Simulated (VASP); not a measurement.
# Si (Fd-3m) in VASP: further runs

Runs on Si. Level: PBE. Tasks: single point, relaxation of cell and atoms.

All numbers are computed with VASP 6.6.1; they aren't measurements. Logs are shortened: lines on timing, memory, paths and dates and some standing lists are left out, and cuts for length are marked.

### Step 1. Starting point

It takes space group Fd-3m (No. 227, cubic). The conventional cell has a = 5.470 Å, b = 5.470 Å, c = 5.470 Å, α = 90.00°, β = 90.00°, γ = 90.00°. Si (site symmetry -43m) is surrounded by 4 Si at 2.37 Å.

### Step 2. Single point, PBE

Input file INCAR:

```
  ALGO = Normal
  EDIFF = 1E-6
  ENCUT = 520
  GGA = PE
  ISIF = 2
  ISMEAR = 0
  LASPH = T
  LCHARG = F
  LREAL = F
  LWAVE = F
  NBANDS = 11
  NELM = 100
  PREC = Accurate
  SIGMA = 0.02
```

Input file KPOINTS:

```
k-points
0
Gamma
  8 8 8
```

Input file POSCAR:

```
Si
1.0
    0.0000000000      2.7350468258      2.7350468258
    2.7350468258      0.0000000000      2.7350468258
    2.7350468258      2.7350468258      0.0000000000
Si
2
Direct
    0.0000000000      0.0000000000      0.0000000000
    0.2500000000      0.2500000000      0.2500000000
```

Potentials or basis: VASP PAW PBE potentials, release 64 (Si).

Command:

```bash
cat potpaw_PBE.64/Si/POTCAR > POTCAR
mpirun -np 1 vasp_std > vasp.out
```

OUTCAR:

```text
EDIFF = 1E-6
   ENCUT = 520
   GGA = PE
   ISIF = 2
   ISMEAR = 0
   LASPH = T
   LREAL = F
   NELM = 100
   PREC = Accurate

 ion  position               nearest neighbor table
   1  0.000  0.000  0.000-   2 2.37   2 2.37   2 2.37   2 2.37
   2  0.250  0.250  0.250-   1 2.37   1 2.37   1 2.37   1 2.37

  LATTYP: Found a face centered cubic cell.
 ALAT       =     5.4700936516

  Lattice vectors:

 A1 = (   0.0000000000,   2.7350468258,   2.7350468258)
 A2 = (   2.7350468258,   0.0000000000,   2.7350468258)
 A3 = (   2.7350468258,   2.7350468258,   0.0000000000)

Analysis of symmetry for initial positions (statically):
=====================================================================
 Subroutine PRICEL returns:
 Original cell was already a primitive cell.

 Routine SETGRP: Setting up the symmetry group for a
 face centered cubic supercell.

 Subroutine GETGRP returns: Found 48 space group operations
 (whereof 24 operations were pure point group operations)
 out of a pool of 48 trial point group operations.

The static configuration has the point symmetry T_d .
 The point group associated with its full space group is O_h .

Analysis of symmetry for dynamics (positions and initial velocities):
=====================================================================
 Subroutine PRICEL returns:
 Original cell was already a primitive cell.

 Routine SETGRP: Setting up the symmetry group for a
 face centered cubic supercell.

 Subroutine GETGRP returns: Found 48 space group operations
 (whereof 24 operations were pure point group operations)
 out of a pool of 48 trial point group operations.

The dynamic configuration has the point symmetry T_d .
 The point group associated with its full space group is O_h .

 Subroutine INISYM returns: Found 48 space group operations
 (whereof 24 operations are pure point group operations),
 and found     1 'primitive' translations

----------------------------------------------------------------------------------------

                                     Primitive cell

  volume of cell :      40.9189

  direct lattice vectors                    reciprocal lattice vectors
     0.000000000  2.735046826  2.735046826    -0.182812227  0.182812227  0.182812227
     2.735046826  0.000000000  2.735046826     0.182812227 -0.182812227  0.182812227
     2.735046826  2.735046826  0.000000000     0.182812227  0.182812227 -0.182812227

  length of vectors
     3.867940315  3.867940315  3.867940315     0.316640065  0.316640065  0.316640065

  position of ions in fractional coordinates (direct lattice)
     0.000000000  0.000000000  0.000000000
     0.250000000  0.250000000  0.250000000

  ion indices of the primitive-cell ions
   primitive index   ion index
                 1           1
                 2           2

----------------------------------------------------------------------------------------

 KPOINTS: k-points

Automatic generation of k-mesh.
 Grid dimensions read from file:
 generate k-points for:    8    8    8

 Generating k-lattice:

  Cartesian coordinates                     Fractional coordinates (reciprocal lattice)
    -0.022851528  0.022851528  0.022851528     0.125000000  0.000000000  0.000000000
     0.022851528 -0.022851528  0.022851528     0.000000000  0.125000000  0.000000000
     0.022851528  0.022851528 -0.022851528     0.000000000  0.000000000  0.125000000

  Length of vectors
     0.039580008  0.039580008  0.039580008

  Shift w.r.t. Gamma in fractional coordinates (k-lattice)
     0.000000000  0.000000000  0.000000000

 Subroutine IBZKPT returns following result:
 ===========================================

 Found     29 irreducible k-points:

 Following reciprocal coordinates:
            Coordinates               Weight
  0.000000  0.000000  0.000000      1.000000
  0.125000  0.000000  0.000000      8.000000
  0.250000  0.000000  0.000000      8.000000
  0.375000  0.000000  0.000000      8.000000
  0.500000  0.000000  0.000000      4.000000
  0.125000  0.125000  0.000000      6.000000
[... 16 lines left out ...]
  0.500000  0.250000  0.125000     48.000000
 -0.375000  0.250000  0.125000     24.000000
 [... further k-points ...]
   k-points           NKPTS =     29   k-points in BZ     NKDIM =     29   number of bands    NBANDS=     11
   number of dos      NEDOS =    301   number of ions     NIONS =      2
   total plane-waves  NPLWV =  27000
   dimension x,y,z NGX =    30 NGY =   30 NGZ =   30
   dimension x,y,z NGXF=    60 NGYF=   60 NGZF=   60
   ions per type =               2
   NGX,Y,Z   is equivalent  to a cutoff of  12.89, 12.89, 12.89 a.u.
   NGXF,Y,Z  is equivalent  to a cutoff of  25.79, 25.79, 25.79 a.u.
 SYSTEM =  unknown system
   PREC   = accura    normal or accurate (medium, high low for compatibility)
   ISTART =      0    job   : 0-new  1-cont  2-samecut
   ICHARG =      2    charge: 1-file 2-atom 10-const
   ISPIN  =      1    spin polarized calculation?
   LNONCOLLINEAR =      F non collinear calculations
   LSORBIT =      F    spin-orbit coupling
   LASPH  =      T    aspherical Exc in radial PAW
   ENCUT  =  520.0 eV  38.22 Ry    6.18 a.u.   7.19  7.19  7.19*2*pi/ulx,y,z
   NELM   =    100;   NELMIN=  2; NELMDL= -5     # of ELM steps
   EDIFF  = 0.1E-05   stopping-criterion for ELM
   LREAL  =      F    real-space projection
[... 7 lines left out ...]
   TEBEG  =    0.0;   TEEND  =   0.0 temperature during run
   PSTRESS=    0.0 pullay stress
   NELECT =       8.0000    total number of electrons
   NUPDOWN=      -1.0000    fix difference up-down
   EMIN   =  10.00;   EMAX   =-10.00  energy-range for DOS
   EFERMI =   0.00;   METHOD = LEGACY
   ISMEAR =     0;   SIGMA  =   0.02  broadening in eV -4-tet -1-fermi 0-gaus
   EFERMI_NEDOS =   21; number of points for ismear=-14 and -15
   IALGO  =     38    algorithm
   IMIX   =      4    mixing-type and parameters
     AMIX     =   0.40;   BMIX     =  1.00
     AMIX_MAG =   1.60;   BMIX_MAG =  1.00
  volume/ion in A,a.u.               =      20.46       138.07
  Fermi-wavevector in a.u.,A,eV,Ry     =   0.950160  1.795542 12.283394  0.902804
  Thomas-Fermi vector in A             =   2.078511
   LORBIT       =      0    0 simple, 1 ext, 2 COOP (PROOUT), +10 PAW based schemes
   GGA     = PE    functional components
   LHFCALC =     F    Hartree Fock is set to
   AEXX    =    0.0000 exact exchange contribution
   IVDW    =     0    specifies the selected vdW correction
   LEPSILON=     F    determine dielectric tensor
   LRPA    =     F    only Hartree local field effects (RPA)
 non-spin polarized calculation
 Gauss-broadening in eV      SIGMA  =   0.02
  energy-cutoff  :      520.00
  volume of cell :       40.92
 maximum number of plane-waves:      1124
 NGX is ok and might be reduce to    30
   NGX = 15   NGY = 15   NGZ = 15

 number of electron       8.0000001 magnetization

 Free energy of the ion-electron system (eV)
  ---------------------------------------------------
  ext. energy  EPLUGINS =         0.00000000
  ---------------------------------------------------
  free energy    TOTEN  =       -10.84608134 eV

  energy without entropy =      -10.84608134  energy(sigma->0) =      -10.84608134

 E-fermi :   5.7098     XC(G=0):  -9.3237

 val. band max:        5.6099044494   @ k =   0.0000   0.0000   0.0000
 cond. band min:       6.2610843600   @ k =   0.3750   0.3750   0.0000
 fundamental gap:      0.6511799105
 Fermi energy:         5.7097925536

 k-point     1 :       0.0000    0.0000    0.0000
  band No.  band energies     occupation
      1      -6.1999      2.00000
      2       5.6099      2.00000
      3       5.6099      2.00000
      4       5.6099      2.00000
      5       8.1661      0.00000
      6       8.1661      0.00000
      7       8.1661      0.00000
      8       8.7353      0.00000
      9      13.3181      0.00000
     10      13.3181      0.00000
     11      13.4841      0.00000

 k-point     2 :       0.1250    0.0000    0.0000
  band No.  band energies     occupation
      1      -5.9996      2.00000
      2       4.0193      2.00000
      3       5.3277      2.00000
      4       5.3277      2.00000
      5       8.0505      0.00000
      6       8.5812      0.00000
      7       8.5812      0.00000
      8      10.1363      0.00000
      9      12.8455      0.00000
     10      12.8455      0.00000
     11      14.2595      0.00000

 k-point     3 :       0.2500    0.0000    0.0000
  band No.  band energies     occupation
      1      -5.4156      2.00000
      2       1.7249      2.00000
      3       4.8653      2.00000
      4       4.8653      2.00000
      5       7.5665      0.00000
      6       9.0991      0.00000
      7       9.0991      0.00000
      8      12.3550      0.00000
      9      12.7963      0.00000
     10      12.7963      0.00000
     11      14.5369      0.00000

 k-point     4 :       0.3750    0.0000    0.0000
  band No.  band energies     occupation
      1      -4.5417      2.00000
      2      -0.2583      2.00000
      3       4.5427      2.00000
      4       4.5427      2.00000
      5       7.2019      0.00000
      6       9.0626      0.00000
      7       9.0626      0.00000
      8      13.4453      0.00000
      9      14.1472      0.00000
     10      14.1472      0.00000
     11      15.1158      0.00000
[... 239 lines left out ...]
 k-point    22 :       0.3750    0.2500    0.1250
  band No.  band energies     occupation
      1      -4.8959      2.00000
      2       1.3424      2.00000
      3       2.9597      2.00000
      4       4.2106      2.00000
      5       8.0527      0.00000
      6       9.4342      0.00000
      7       9.8129      0.00000
      8      11.0486      0.00000
      9      13.3202      0.00000
     10      15.7104      0.00000
     11      16.5702      0.00000

 k-point    23 :       0.5000    0.2500    0.1250
  band No.  band energies     occupation
      1      -4.0271      2.00000
      2      -0.1762      2.00000
      3       2.3558      2.00000
      4       3.7236      2.00000
      5       8.4736      0.00000
      6       9.1387      0.00000
      7      10.5861      0.00000
      8      11.4862      0.00000
      9      14.5377      0.00000
     10      15.2331      0.00000
     11      17.5090      0.00000

 k-point    24 :      -0.3750    0.2500    0.1250
  band No.  band energies     occupation
      1      -3.3935      2.00000
      2      -1.0949      2.00000
      3       2.2244      2.00000
      4       3.5008      2.00000
      5       8.6320      0.00000
      6       8.7564      0.00000
      7      11.4545      0.00000
      8      12.6743      0.00000
      9      12.9140      0.00000
     10      16.1152      0.00000
     11      17.1583      0.00000

 [... further k-points ...]

------------------------ aborting loop because EDIFF is reached ----------------------------------------

  FORCE on cell =-STRESS in cart. coord.  units (eV):
  Direction    XX          YY          ZZ          XY          YZ          ZX
  --------------------------------------------------------------------------------------
  -------------------------------------------------------------------------------------
  Total       -0.0163151     -0.0163151     -0.0163151      0.0000000      0.0000000      0.0000000
  in kB       -0.6388162     -0.6388162     -0.6388162      0.0000000      0.0000000      0.0000000
  external PRESSURE =      -0.6388162 kB  Pullay stress =       0.0000000 kB

 VOLUME and BASIS-vectors are now :
 -----------------------------------------------------------------------------
  energy-cutoff  :      520.00
  volume of cell :       40.92
      direct lattice vectors                 reciprocal lattice vectors
     0.000000000  2.735046826  2.735046826    -0.182812227  0.182812227  0.182812227
     2.735046826  0.000000000  2.735046826     0.182812227 -0.182812227  0.182812227
     2.735046826  2.735046826  0.000000000     0.182812227  0.182812227 -0.182812227

 POSITION                                       TOTAL-FORCE (eV/Angst)
 -----------------------------------------------------------------------------------
      0.00000      0.00000      0.00000        -0.000000     -0.000000     -0.000000
      1.36752      1.36752      1.36752         0.000000      0.000000      0.000000
 -----------------------------------------------------------------------------------
    total drift:                               -0.000000     -0.000000     -0.000000

  FREE ENERGIE OF THE ION-ELECTRON SYSTEM (eV)
  ---------------------------------------------------
  free  energy   TOTEN  =       -10.8460813422 eV

  energy  without entropy=      -10.8460813422  energy(sigma->0) =      -10.84608134
```

Wall time 8.5 s (1 thread of Intel Xeon Platinum 8488C (Sapphire Rapids), shared host); peak memory 0.16 GiB.

What came out:

* Free energy: -10.8461 eV
* Pressure: -0.1 GPa
* Band gap on the k mesh: 0.65 eV, indirect (least direct gap 2.56 eV)

### Step 3. Relaxation of cell and atoms, PBE

This run uses another cell than the first one, of 20.16 Å³/atom, 0.986 times its volume.

Input file INCAR:

```
ALGO = Fast ; EDIFF = 1E-6
EDIFFG = -0.002 ; ENCUT = 600
GGA = PE ; IBRION = 2
ISIF = 3 ; ISMEAR = 0
LASPH = True ; LCHARG = False
LREAL = False ; LWAVE = False
NELM = 100 ; NSW = 100
PREC = Accurate ; SIGMA = 0.02
```

KPOINTS is that of step 2.

Input file POSCAR:

```
Si
1.0
    0.0000000000      2.7218511900      2.7218511900
    2.7218511900      0.0000000000      2.7218511900
    2.7218511900      2.7218511900      0.0000000000
Si
2
Direct
    0.0000000000      0.0000000000      0.0000000000
    0.2500000000      0.2500000000      0.2500000000
```

Potentials or basis: VASP PAW PBE potentials, release 64 (Si).

Command:

```bash
cat potpaw_PBE.64/Si/POTCAR > POTCAR
mpirun -np 1 vasp_std > vasp.out
```

It took 19 s on 1 thread of Intel Xeon Platinum 8488C (Sapphire Rapids), shared host; peak memory 0.17 GiB.

It converged, with:

```
Free energy                            : -10.8462 eV
Relaxed volume                         : 20.44 Å³/atom
Relaxed cell                           : a = 3.867 Å, b = 3.867 Å, c = 3.867 Å, α = 60.00°, β = 60.00°, γ = 60.00°
Space group after relaxing (to 0.05 Å) : Fd-3m (No. 227)
Energy gained by relaxing              : 1.1 meV/atom
Ionic steps                            : 3
Pressure after relaxing                : 0.0 GPa
Band gap on the k mesh                 : 0.65 eV, indirect (least direct gap 2.56 eV)
```

Step by step:
| step | energy change (eV) | largest force (eV/Å) | pressure (GPa) | volume (Å³) |
| --- | --- | --- | --- | --- |
| 1 | 0.0000 | 0.0000 | 1.27 | 40.33 |
| 2 | -0.0012 | 0.0000 | -0.80 | 41.27 |
| 3 | -0.0022 | 0.0000 | 0.01 | 40.89 |

Final structure:
```
Si
1.0
     0.00000    2.73436    2.73436
     2.73436    0.00000    2.73436
     2.73436    2.73436    0.00000
Si
2
Direct
  0.00000 0.00000 0.00000
  0.25000 0.25000 0.25000
```

Levels at points of the mesh, in eV from the valence-band top:
| k point | band 1 | band 2 | band 3 | band 4 | band 5 | band 6 | band 7 | band 8 |
| --- | --- | --- | --- | --- | --- | --- | --- | --- |
| (0.00, 0.00, 0.00) | -11.81 | 0.00 | 0.00 | 0.00 | 2.56 | 2.56 | 2.56 | 3.13 |
| (0.50, 0.00, 0.00) | -9.54 | -6.87 | -1.18 | -1.18 | 1.47 | 3.35 | 3.35 | 7.70 |
| (0.50, 0.50, 0.00) | -7.75 | -7.75 | -2.79 | -2.79 | 0.75 | 0.75 | 9.94 | 9.94 |

A k mesh can miss the band edges. A hybrid or GW would open this gap; PBE tends to underestimate it.

[end of part 1 of 2]
